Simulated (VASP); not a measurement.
Te2Mo, 12 atoms in the cell. Symmetry: P2_1/m, No. 11, monoclinic system. Conventional cell: a = 6.306 Å, b = 3.444 Å, c = 13.291 Å, α = 90.00°, β = 93.89°, γ = 90.00°. Te (site symmetry m) has 3 Mo at 2.68 Å as nearest neighbours. Around Te (site symmetry m) lie 3 Mo at 2.76 to 2.78 Å. Te (site symmetry m) is surrounded by 3 Mo at 2.67 to 2.68 Å. Te (site symmetry m) has 3 Mo at 2.76 to 2.78 Å as nearest neighbours. Mo (site symmetry m) has 6 Te at 2.68 to 2.78 Å and 2 Mo at 2.87 Å as nearest neighbours. Around Mo (site symmetry m) lie 6 Te at 2.67 to 2.78 Å and 2 Mo at 2.87 Å. 

* Program: VASP 6.6.1
* Task: relaxation of cell and atoms
* Functional: LDA
* Potentials or basis: VASP PAW LDA potentials, release 64 (Te, Mo_sv)
* Cutoff: 600 eV
* k mesh: 4 × 8 × 2
* Occupations: gaussian, width 0.03 eV
* Spin: no spin polarisation
* Further INCAR settings: ALGO = Normal; EDIFF = 1e-07; IBRION = 2; EDIFFG = -0.005; NSW = 90; ISIF = 3

Potentials or basis: VASP PAW LDA potentials, release 64 (Te, Mo_sv).

The run is started by

```bash
$ cat potpaw_LDA.64/Te/POTCAR potpaw_LDA.64/Mo_sv/POTCAR > POTCAR
$ mpirun -np 4 vasp_std > vasp.out
```

Hardware: 4 MPI ranks on AMD EPYC 9R45 (Zen 5) (shared host).

Problem. Estimate the wall time of this run.

Solution. Wall time 39 min on 4 MPI ranks on AMD EPYC 9R45 (Zen 5) (shared host), peak memory 0.65 GiB a rank. Counts: scf iterations 226, k points 30, ion steps 29.
